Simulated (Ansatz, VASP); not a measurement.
# Cross-check of AlN between VASP and Ansatz

Aim: how closely do two programs agree when they are given the same cell, functional and k mesh?

Program: Ansatz 0.2.0. Level of theory: plane waves, with VASP 6.6.1 beside it; relaxation of cell and atoms at r2SCAN and zone-centre phonons at r2SCAN. Results are calculated unless marked as measured.

### Step 1. Set-up

Symmetry: P6_3mc, No. 186, hexagonal system. Conventional cell: a = 3.110 Å, b = 3.110 Å, c = 4.980 Å, α = 90.00°, β = 90.00°, γ = 120.00°. Nearest to Al lie 4 N at 1.89 to 1.90 Å. Nearest to N lie 4 Al at 1.89 to 1.90 Å. Farther neighbours and most contacts between anions are not listed.

As a file:

```cif
data_structure
_symmetry_space_group_name_H-M 'P6_3mc'
_symmetry_Int_Tables_number 186
_cell_length_a 3.1100
_cell_length_b 3.1100
_cell_length_c 4.9800
_cell_angle_alpha 90.000
_cell_angle_beta 90.000
_cell_angle_gamma 120.000
_cell_volume 41.71
loop_
_atom_site_label
_atom_site_type_symbol
_atom_site_symmetry_multiplicity
_atom_site_Wyckoff_symbol
_atom_site_fract_x
_atom_site_fract_y
_atom_site_fract_z
_atom_site_occupancy
Al1 Al 2 b 0.66667 0.33333 0.00000 1
N1 N 2 b 0.66667 0.33333 0.38200 1
```

### Step 2. VASP: relaxation of cell and atoms, r2SCAN

The relaxed volume is the usual yardstick between codes: its relative difference is about their pressure difference at one cell divided by the bulk modulus.

Lines of VASP's logs that name or quote its potential files are left out, and so is its time.

INCAR

```
SYSTEM = AlN
PREC = Accurate
ENCUT = 520
EDIFF = 1E-06
NELM = 100
ISMEAR = 0
SIGMA = 0.05
LREAL = .FALSE.
ALGO = Normal
METAGGA = R2SCAN
LASPH = .TRUE.
NBANDS = 14
LORBIT = 11
LWAVE = .FALSE.
LCHARG = .FALSE.
KPAR = 4
IBRION = 2
NSW = 60
ISIF = 3
EDIFFG = -0.01
```

POSCAR

```
AlN
1.0
    3.1100000000      0.0000000000      0.0000000000
   -1.5550000000      2.6933390058      0.0000000000
    0.0000000000      0.0000000000      4.9800000000
Al N
2 2
Direct
    0.6666666667      0.3333333333      0.0000000000
    0.3333333333      0.6666666667      0.5000000000
    0.6666666667      0.3333333333      0.3820000000
    0.3333333333      0.6666666667      0.8820000000
```

KPOINTS

```
Automatic mesh
0
Gamma
8 8 5
0 0 0
```

PAW data sets: Al and N (PBE family, release 64).

On the command line:

```sh
$ mpirun -np 4 vasp_std
```

Numbers of over 12 decimals in the logs are rounded to 6 here.

Log:

```text
[banner, memory and clock lines left out]
running    4 mpi-ranks, on    1 nodes
 distrk:  each k-point on    1 cores,    4 groups
 distr:  one band on    1 cores,    1 groups

 POSCAR found type information on POSCAR AlN
 POSCAR found :  2 types and       4 ions
|                                                                             |
|               ----> ADVICE to this user running VASP <----                  |
|                                                                             |
|     You enforced a specific xc type in the INCAR file but a different       |
|     [... a line on the potential file left out ...]
|     I HOPE YOU KNOW WHAT YOU ARE DOING!                                     |
|                                                                             |

 LDA part: xc-table for (None), standard interpolation
 POSCAR, INCAR and KPOINTS ok, starting setup
 FFT: planning ... GRIDC
 FFT: planning ... GRID_SOFT
 FFT: planning ... GRID
 WAVECAR not read
 entering main loop
       N       E                     dE             d eps       ncg     rms          rms(c)
DAV:   1     0.367619969836E+02    0.36762E+02   -0.76431E+03   840   0.105E+03
DAV:   2    -0.431388624491E+02   -0.79901E+02   -0.73251E+02  1202   0.212E+02
DAV:   3    -0.470831286543E+02   -0.39443E+01   -0.39264E+01  1116   0.485E+01
DAV:   4    -0.471110390644E+02   -0.27910E-01   -0.27906E-01   978   0.480E+00
DAV:   5    -0.471114171355E+02   -0.37807E-03   -0.37805E-03  1128   0.567E-01    0.125E+01
DAV:   6    -0.381333262199E+02    0.89781E+01   -0.10036E+01  1038   0.232E+01    0.519E+00
DAV:   7    -0.384141504315E+02   -0.28082E+00   -0.14199E+00  1062   0.820E+00    0.337E+00
DAV:   8    -0.384677975053E+02   -0.53647E-01   -0.10284E-01   930   0.331E+00    0.914E-01
DAV:   9    -0.384555031384E+02    0.12294E-01   -0.34635E-02  1056   0.149E+00    0.230E-01
DAV:  10    -0.384560342713E+02   -0.53113E-03   -0.32130E-03  1032   0.406E-01    0.112E-01
DAV:  11    -0.384559724310E+02    0.61840E-04   -0.13612E-04  1080   0.107E-01    0.270E-02
DAV:  12    -0.384559722725E+02    0.15848E-06   -0.90968E-06  1032   0.252E-02
   1 F= -.38455972E+02 E0= -.38455972E+02  d E =-.384560E+02
 curvature:   0.00 expect dE= 0.000E+00 dE for cont linesearch  0.000E+00
 trial: gam= 0.00000 g(F)=  0.503E-04 g(S)=  0.230E-02 ort = 0.000E+00 (trialstep = 0.100E+01)
 search vector abs. value=  0.235E-02
 bond charge predicted
       N       E                     dE             d eps       ncg     rms          rms(c)
DAV:   1    -0.384592048360E+02   -0.32324E-02   -0.74529E-02   990   0.240E+00    0.391E-01
DAV:   2    -0.384558608998E+02    0.33439E-02   -0.85379E-03  1050   0.739E-01    0.118E-01
DAV:   3    -0.384557939753E+02    0.66924E-04   -0.75950E-04   966   0.214E-01    0.452E-02
DAV:   4    -0.384557576974E+02    0.36278E-04   -0.24650E-05  1086   0.453E-02    0.179E-02
DAV:   5    -0.384557425706E+02    0.15127E-04   -0.30024E-06  1056   0.143E-02    0.379E-03
DAV:   6    -0.384557418720E+02    0.69866E-06   -0.21831E-07   666   0.403E-03
   2 F= -.38455742E+02 E0= -.38455742E+02  d E =0.230401E-03
 trial-energy change:    0.000230  1 .order    0.000086   -0.002347    0.002518
 step:   0.4384(harm=  0.4824)  dis= 0.00034  next Energy=   -38.456475 (dE=-0.502E-03)
 bond charge predicted
       N       E                     dE             d eps       ncg     rms          rms(c)
DAV:   1    -0.384574616455E+02   -0.17191E-02   -0.23693E-02   972   0.135E+00    0.221E-01
DAV:   2    -0.384564107021E+02    0.10509E-02   -0.27465E-03  1050   0.419E-01    0.660E-02
DAV:   3    -0.384564342416E+02   -0.23540E-04   -0.23874E-04   990   0.120E-01    0.255E-02
DAV:   4    -0.384564443836E+02   -0.10142E-04   -0.78868E-06  1086   0.255E-02    0.996E-03
DAV:   5    -0.384564500380E+02   -0.56544E-05   -0.88771E-07   648   0.807E-03    0.200E-03
DAV:   6    -0.384564503808E+02   -0.34283E-06   -0.20839E-07   504   0.380E-03
   3 F= -.38456450E+02 E0= -.38456450E+02  d E =-.478108E-03
 curvature:  -0.24 expect dE=-0.542E-05 dE for cont linesearch -0.312E-05
 trial: gam=-0.06491 g(F)=  0.101E-04 g(S)=  0.125E-04 ort = 0.175E-03 (trialstep = 0.888E+00)
 search vector abs. value=  0.982E-05
 reached required accuracy - stopping structural energy minimisation
```

Parts of OUTCAR (step 2):

```text
ion  position               nearest neighbor table
   1  0.667  0.333  0.000-   4 1.89   4 1.89   4 1.89   3 1.90   2 3.07   2 3.07   2 3.07   2 3.07
                             2 3.07   2 3.07
   2  0.333  0.667  0.500-   3 1.89   3 1.89   3 1.89   4 1.90   1 3.07   1 3.07   1 3.07   1 3.07
                             1 3.07   1 3.07
   3  0.667  0.333  0.382-   2 1.89   2 1.89   2 1.89   1 1.90
   4  0.333  0.667  0.882-   1 1.89   1 1.89   1 1.89   2 1.90

  LATTYP: Found a hexagonal cell.
 ALAT       =     3.1100000000
 C/A-ratio  =     1.6012861736

 Subroutine GETGRP returns: Found 12 space group operations
 (whereof  6 operations were pure point group operations)

The static configuration has the point symmetry C_3v.
 The point group associated with its full space group is C_6v.

 Found     30 irreducible k-points:

   k-points           NKPTS =     30   k-points in BZ     NKDIM =     30   number of bands    NBANDS=     14

   dimension x,y,z NGX =    24 NGY =   24 NGZ =   40
   dimension x,y,z NGXF=    48 NGYF=   48 NGZF=   80

   ENCUT  =  520.0 eV  38.22 Ry    6.18 a.u.   5.78  5.78  9.26*2*pi/ulx,y,z

   NELECT =      16.0000    total number of electrons

 k-points in reciprocal lattice and weights: Automatic mesh
   0.00000000  0.00000000  0.00000000       0.003
   0.12500000  0.00000000  0.00000000       0.019
   0.25000000  0.00000000  0.00000000       0.019
   0.37500000 -0.00000000  0.00000000       0.019
   0.50000000  0.00000000  0.00000000       0.009
   0.12500000  0.12500000  0.00000000       0.019
   0.25000000  0.12500000  0.00000000       0.038
   0.37500000  0.12500000  0.00000000       0.038
   0.25000000  0.25000000  0.00000000       0.019
[...]
0.25000000  0.25000000  0.40000000       0.038
   0.37500000  0.25000000  0.40000000       0.038

 average (electrostatic) potential at core
       1 -74.4982       2 -74.4982       3 -62.7114       4 -62.7114

 E-fermi :   6.2246

 k-point     1 :       0.0000    0.0000    0.0000
  band No.  band energies     occupation
    ...
      4       5.0437      2.00000
      5       5.0437      2.00000
      6       5.7066      2.00000
      7       5.7066      2.00000
      8       5.9395      2.00000
      9      10.8688      0.00000
     10      13.4824      0.00000
     11      17.5693      0.00000
     12      17.9831      0.00000
     13      17.9831      0.00000
    ...

 k-point     2 :       0.1250    0.0000    0.0000
  band No.  band energies     occupation
    ...
      4       4.1777      2.00000
      5       4.7963      2.00000
      6       4.8942      2.00000
      7       5.6695      2.00000
      8       5.8464      2.00000
      9      11.7001      0.00000
     10      14.2286      0.00000
     11      16.6119      0.00000
     12      16.9119      0.00000
     13      18.5846      0.00000
    ...

 k-point     3 :       0.2500    0.0000    0.0000
  band No.  band energies     occupation
    ...
      4       2.4381      2.00000
      5       3.4437      2.00000
      6       4.3220      2.00000
      7       5.4955      2.00000
      8       5.5039      2.00000
      9      12.8871      0.00000
     10      14.3418      0.00000
     11      14.8480      0.00000
     12      16.9691      0.00000
     13      18.4452      0.00000
    ...

  Total       -0.0226669     -0.0226669     -0.0034166      0.0000000      0.0000000      0.0000000
  in kB       -0.8740922     -0.8740922     -0.1317540      0.0000000      0.0000000      0.0000000
  external PRESSURE =      -0.6266461 kB  Pullay stress =       0.0000000 kB

  energy-cutoff  :      520.00
  volume of cell :       41.55
      direct lattice vectors                 reciprocal lattice vectors
     3.105702482  0.000000000  0.000000000     0.321988344  0.185900057  0.000000000
    -1.552851241  2.689617246  0.000000000     0.000000000  0.371800114  0.000000000
    -0.000000000 -0.000000000  4.973887517     0.000000000  0.000000000  0.201049983

 POSITION                                       TOTAL-FORCE (eV/Angst)
 -----------------------------------------------------------------------------------
      1.55285      0.89654      0.00034        -0.000000     -0.000000      0.007239
     -0.00000      1.79308      2.48728        -0.000000     -0.000000      0.007239
      1.55285      0.89654      1.89969         0.000000      0.000000     -0.007239
     -0.00000      1.79308      4.38663         0.000000      0.000000     -0.007239
 -----------------------------------------------------------------------------------
    total drift:                               -0.000000     -0.000000     -0.018415

  FREE ENERGIE OF THE ION-ELECTRON SYSTEM (eV)
  ---------------------------------------------------
  free  energy   TOTEN  =       -38.4564503808 eV

  energy  without entropy=      -38.4564503808  energy(sigma->0) =      -38.45645038

 reached required accuracy - stopping structural energy minimisation

 total charge
# of ion       s       p       d       tot
------------------------------------------
    1        0.368   0.451   0.000   0.818
    2        0.368   0.451   0.000   0.818
    3        1.230   2.675   0.000   3.905
    4        1.230   2.675   0.000   3.905
--------------------------------------------------
tot          3.196   6.250   0.000   9.446

[... 3 further parts left out ...]
```

### Step 3. Ansatz: relaxation of cell and atoms, r2SCAN

Ansatz runs on its default PAW (the set named soft_2) files.

The same cell, functional, mesh and smearing now go to Ansatz, which takes its cutoff from its data sets.

input.yaml

```yaml
crystal:
  lattice:
    - [3.11, 0.0, 0.0]
    - [-1.555, 2.6933390058, 0.0]
    - [0.0, 0.0, 4.98]
  atoms:
    - { symbol: Al, position: [0.6666666667, 0.3333333333, 0.0] }
    - { symbol: Al, position: [0.3333333333, 0.6666666667, 0.5] }
    - { symbol: "N", position: [0.6666666667, 0.3333333333, 0.382] }
    - { symbol: "N", position: [0.3333333333, 0.6666666667, 0.882] }
hamiltonian:
  xc: r2scan
  pseudopotentials: { kind: paw }
kpoints:
  mp_grid: { grid: [8, 8, 5] }
scf:
  occupations: { method: gaussian, width: 0.05 }
relax:
  f_tol: 0.01
  max_steps: 60
  cell: { stress_tol: 0.05 }
output:
  forces: true
  stress: true
  write_density: true
  write_potential: true
  elf: true
  volumetric_format: npy
```

On the command line:

```sh
$ ansatz run input.yaml --threads 4 --pin off --max-ram 9216MiB --backend cpu --events-out ev --progress --plain --runs-dir out
```

Log:

```text
Engine: ansatz 0.2.0, aarch64-unknown-linux-gnu
Pseudopotentials: kind: paw
Pseudopotential: Al, paw, valence charge 3, recommended cutoff 500 eV (meta_gga), Al.paw.azcp
Pseudopotential: N, paw, valence charge 5, recommended cutoff 500 eV (meta_gga), N.paw.azcp
Functional definition: r2SCAN
  parameter k0 = 0.174
  parameter k1 = 0.065
  parameter a1 = 4.9479
  exchange = r2scan_x(k0 = k0, k1 = k1, a1 = a1)
  correlation = r2scan_c
Crystal: 4 atoms, lattice volume = 41.714 Å³
Basis set: ecut = 500 eV, 1087 PW (Γ), exchange–correlation on 96×96×160 points (64 copies of the dense FFT grid, shifted against one another)
Bands: 12, of which v1, the nominal top of the filled ones, is band 8 counted from 1 (7 counted from 0)
Symmetry: 12 space group operations
Space group: P63mc (ITA 186), of the structure as read, at distance tolerance 3.5e-5 Å
k-points: 30 of 320 (time reversal used)
Non-local potential: Al, projectors of the file, l = 0: 2, l = 1: 2, l = 2: 1
Non-local potential: N, projectors of the file, l = 0: 2, l = 1: 2, l = 2: 1
PAW form: soft (Blöchl's): semilocal exchange-correlation on the pseudo side does not see the compensation charge
PAW frozen core: Al, regenerated for the run's functional (the file was generated under x = pbe(κ = 0.804, μ = 0.219515), c = pbe(β = 0.066725))
PAW frozen core: N, regenerated for the run's functional (the file was generated under x = pbe(κ = 0.804, μ = 0.219515), c = pbe(β = 0.066725))
PAW one-centre angular grid: Al, 302 points (default); XC on 160 Gauss nodes
PAW one-centre angular grid: N, 302 points (default); XC on 160 Gauss nodes
Initial density: superposition of atomic densities (neutral atoms: chi_scale 0, normalization atom), corrected by the library's trained network
Initial wavefunctions: pseudopotential atomic-orbital guess
Functional: x = r2scan, c = r2scan; τ floored in thin density (d = 2e-4 eV/Å³)
SCF iter   1: F=—  HF=-1856.828326 eV  |F-HF|=—  |Δ(HF+E_count)|=         —  Δρ=6.54e-3  dr2=1.76e-2  dr2_τ=3.12e-1  ethr=1.77e-3  ⟨swp⟩=5.7  Hψ=2395  notcnv=0
preconditioner: auto → none  [insulator: Δε(μ)=4.752 eV  Ē_g=14.213 eV  σ=0.050 eV  W_gap=1.00  n_scr=2 (ndim 8)  ℏωp=23.0 eV  f_vac=0.000  D(μ)=0.00/eV (n_scr^D=0)  ε∞_Penn≈3.6]
SCF iter   2: F=—  HF=-1856.970483 eV  |F-HF|=—  |Δ(HF+E_count)|=   1.42e-1  Δρ=4.51e-3  dr2=3.82e-3  dr2_τ=2.95e-4  ethr=1.10e-4  ⟨swp⟩=2.6  Hψ=994  notcnv=0
SCF iter   3: F=—  HF=-1856.970154 eV  |F-HF|=—  |Δ(HF+E_count)|=   3.30e-4  Δρ=6.76e-4  dr2=1.41e-4  dr2_τ=6.01e-5  ethr=2.39e-5  ⟨swp⟩=1.2  Hψ=369  notcnv=0
SCF iter   4: F=—  HF=-1856.970141 eV  |F-HF|=—  |Δ(HF+E_count)|=   1.28e-5  Δρ=1.89e-4  dr2=1.58e-5  dr2_τ=9.18e-7  ethr=8.80e-7  ⟨swp⟩=2.0  Hψ=563  notcnv=0
SCF iter   5: F=—  HF=-1856.970136 eV  |F-HF|=—  |Δ(HF+E_count)|=   5.32e-6  Δρ=4.50e-5  dr2=9.90e-7  dr2_τ=1.01e-7  ethr=9.85e-8  ⟨swp⟩=2.0  Hψ=583  notcnv=0
SCF iter   6: F=—  HF=-1856.970136 eV  |F-HF|=—  |Δ(HF+E_count)|=   3.11e-8  Δρ=2.11e-5  dr2=2.20e-7  dr2_τ=4.22e-9  ethr=6.25e-10  ⟨swp⟩=7.9  Hψ=2064  notcnv=0
SCF iter   7: F=-1856.970136 eV  HF=-1856.970136 eV  |F-HF|=9.01e-9  |Δ(HF+E_count)|=   2.12e-8  Δρ=5.87e-6  dr2=1.69e-8  dr2_τ=3.85e-10  ethr=6.25e-10  ⟨swp⟩=7.0  Hψ=1836  notcnv=0
SCF 1 converged in 7 iterations: F = -1856.970136 eV  dr2 = 1.69e-8
  greatest PAW one-centre occupation: 0.794 electrons in one spin orbital (limit 2), on the N atom at site 3 (counted from 0), in its partial waves of l = 0
relax step   1: F+E_penalty+E_count = -1856.97013554 eV  Δ(F+E_penalty+E_count) = +0.000e0 eV  max|allowed force component| = 1.720e-2 eV/Å  Δτ_max = 0.0000 Å  P = -0.519 GPa  Ω = 41.714 Å³  (7 SCF iters, dr2 threshold 1.00e-7 eV, accepted)
[...]
relax step   2: F+E_penalty+E_count = -1856.97030129 eV  Δ(F+E_penalty+E_count) = -1.658e-4 eV  max|allowed force component| = 1.166e-2 eV/Å  Δτ_max = 0.0005 Å  P = -0.249 GPa  Ω = 41.662 Å³  energy of the carried Pulay correction = +1.239e-5 eV  (3 SCF iters, dr2 threshold 4.00e-7 eV, accepted)
[...]
relax step   3: F+E_penalty+E_count = -1856.97036117 eV  Δ(F+E_penalty+E_count) = -5.988e-5 eV  max|allowed force component| = 2.609e-3 eV/Å  Δτ_max = 0.0004 Å  P = +0.010 GPa  Ω = 41.612 Å³  energy of the carried Pulay correction = +2.447e-5 eV  (4 SCF iters, dr2 threshold 2.14e-7 eV, accepted)
[...]
relax step   4: F+E_penalty+E_count = -1856.97033761 eV  Δ(F+E_penalty+E_count) = +2.356e-5 eV  max|allowed force component| = 2.621e-3 eV/Å  Δτ_max = 0.0000 Å  P = +0.010 GPa  Ω = 41.612 Å³  stress off target by 1.73e-2 GPa  SCF on the basis re-selected at this cell (its energy is not comparable with the rows above)  (4 SCF iters)
basis re-selected at this cell: Δ(F+E_penalty+E_count) = +2.356e-5 eV, ΔP = +0.000 GPa vs the last step (what re-selecting the basis moved, of the pressure what is left beyond the Pulay correction that the steps carried, after the strain that the cell walked since its last selection, with what the two solves' SCF thresholds leave and, on support functions, any second-order correction that the steps lacked; it is no m [...]
SCF converged after 4 iterations
Free energy (F): -1856.970338 eV
Harris-Foulkes:  -1856.970338 eV  (|F-HF|=5.46e-12)
Internal energy: -1856.970338 eV  (E = F + TS)
E sigma→0 (E₀):  -1856.970338 eV
Fermi energy:    9.369807 eV
--- Per-component energies (eV) ---
  E_band       = 23.153172
  E_kinetic    = 321.371823
  E_local      = -448.693780  (includes V_loc(G=0)·N_el)
  E_nonlocal   = 108.522762
  E_hartree    = 157.349540
  E_xc         = -197.825758
  E_vxc        = -238.490972  (∫ρ·V_xc dr)
  E_paw        = -1204.936314  (= ΣΔE_a)
  E_vpaw       = -47.058813  (= ΣTr[D̂ρ^β])
  E_aug_tail   = 0.000038  (compensation charges beyond the density's cutoff)
  E_vtau       = 12.803123  (kinetic-family band-sum trace: ∫τ·v_τ [+ j·A + Jᵃ·Aᵃ] dr)
  E_ewald      = -592.579302
  E_core_change = -0.179345  (= ΣΔE_core)
  E_smearing   = -0.000000  (= −TS)
  E_closure    = 0.000000  (closes the sum)
  Σ components = -1856.970338   (vs F -1856.970338, Δ=0.00e0)
--- Forces (eV/Å), atoms counted from 1 ---
  atom   1  Al     0.00000000     0.00000000     0.00263269
  atom   2  Al     0.00000000    -0.00000000     0.00263269
  atom   3  N      0.00000000    -0.00000000    -0.00261001
  atom   4  N      0.00000000     0.00000000    -0.00261001
  max |Σ_I F_I| component: 4.54e-5 eV/Å
--- Stress (GPa, compression-positive) ---
        0.017290      -0.000000      -0.000000
       -0.000000       0.017290       0.000000
       -0.000000       0.000000      -0.004823
  P = ⅓ Tr σ = 0.0099 GPa (0.099 kbar)
--- Band table (eV; the first three rows and the last of 30) ---
  k-point 0: bands = [... 4 lower, 6.0430, 6.7056, 6.7056, 6.9302, 11.8094, 14.4562, 18.5309, 18.9817]
  k-point 1: bands = [... 4 lower, 6.1030, 6.1044, 6.6390, 6.6390, 12.4855, 14.5336, 18.2814, 18.9362]
  k-point 2: bands = [... 4 lower, 6.2633, 6.2633, 6.4680, 6.4680, 13.6780, 14.4577, 18.0532, 18.6859]
  k-point 29: bands = [... 4 lower, 3.1165, 3.7114, 5.8323, 6.0848, 14.1071, 14.9686, 16.1038, 16.4076]
--- Relaxed structure (3 steps of the walk, 3 accepted, 1 SCFs on fresh bases) ---
  F+E_penalty+E_count = -1856.97033761 eV   max|allowed force component| = 2.621e-3 eV/Å   (the final SCF, on the basis selected at the relaxed cell)
  cell:  # Å, volume = 41.6116 Å³
    - [3.106702, 0.0, 0]
    - [-1.553351, 2.690483, 0]
    - [0, 0.0, 4.978337]
  atoms:
    - { symbol: Al, position: [0.666667, 0.333333, 0.000170202] }
    - { symbol: Al, position: [0.333333, 0.666667, 0.500170] }
    - { symbol: N, position: [0.666667, 0.333333, 0.381830] }
    - { symbol: N, position: [0.333333, 0.666667, 0.881830] }
```

Elapsed: 7.5 s, on 4 threads of Arm Neoverse N1, shared host; peak memory 0.42 GiB; 26 s of CPU time.

### Step 4. Side by side

Known differences besides the potentials themselves: VASP keeps PBE cores, Ansatz makes them for the functional; both relaxations stop at a tolerance, which leaves soft axes loose, and VASP keeps its plane-wave basis; the cutoff is 500 eV in Ansatz and 520 eV in VASP; Ansatz adds a Pulay correction to the stress that steers its cell, VASP none. Total energies have different zeros and are not compared.

Both answers:

```
                                         quantity  Ansatz   VASP  difference
                                      volume (Å³)   41.61  41.55     +0.15 %
edge a after relaxation, in the typed setting (Å)   3.107  3.106     +0.03 %
edge c after relaxation, in the typed setting (Å)   4.978  4.974     +0.09 %
```

The walks stopped with 0.01 GPa left in Ansatz and -0.06 GPa in VASP; each walk ends within a tolerance, so the volume difference is uncertain by about these residues over the bulk modulus, most in soft cells.

(Continued in part 2 of 2.)

[Lines on the potential files, build, host, timing and source positions are cut from VASP's logs without a mark.]

[Logs are printed without paths, hosts, clocks, repeated set-up lines and the standing remarks that a program may print on its own settings, such as how far it seeks lower states.]

[Hosts, paths, dates, database ids (printed as entryN), source tags and the programs' standing remarks are cut or masked in the printed files.]
